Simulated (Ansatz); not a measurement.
**NaCl under changes of volume**

One of the cells (21.813 Å³/atom); the others are scaled copies at fixed shape and fractional positions:

```
Cl Na
1.0
     0.00000    2.79406    2.79406
     2.79406    0.00000    2.79406
     2.79406    2.79406    0.00000
Cl Na
1 1
Direct
  0.50000 0.50000 0.50000
  0.00000 0.00000 0.00000
```

The cell is a database's computed one.

```yaml
Program: Ansatz 0.2.0
Functional: PBEsol
Potentials_or_basis: all-electron LAPW, scalar-relativistic
Cutoff: 184 eV (chosen from the basis error)
Basis_error_allowed: 0.0005 eV/atom
k_mesh: 8 × 8 × 8
Occupations: fermi-dirac, width 0.05 eV
Spin: no spin polarisation
```

```tsv
volume (Å³/atom)	energy over the lowest point (meV/atom)	pressure (GPa)	gap on the mesh (eV)
20.504	9.01	2.1	5.29
20.940	4.24	1.4	5.20
21.376	1.30	0.8	5.12
21.813	0.00	0.2	5.04
22.249	0.16	-0.3	4.96
22.685	?	?	?
23.121	4.24	-1.2	4.83
```

**Question.** What does the run at 22.685 Å³/atom give?

**Answer.** Energy over the lowest point 1.62 meV/atom; pressure -0.8 GPa; gap on the mesh 4.89 eV.

Worked out: A Birch-Murnaghan fit of order 3 (a polynomial in V^(-2/3)) to the other rows has its minimum at 21.98 Å³/atom with B0 = V·E''(V) = 26 GPa and B' = 4.8. It gives 1.62 meV/atom at 22.685 Å³/atom, against the run's 1.62, and -dE/dV = -0.8 GPa, against -0.8. A straight line through the other rows of the gap, of slope -3.84 eV per unit of ln V (its deformation potential), gives 4.89 eV, against the run's 4.89.

Energies are extrapolated to zero smearing.
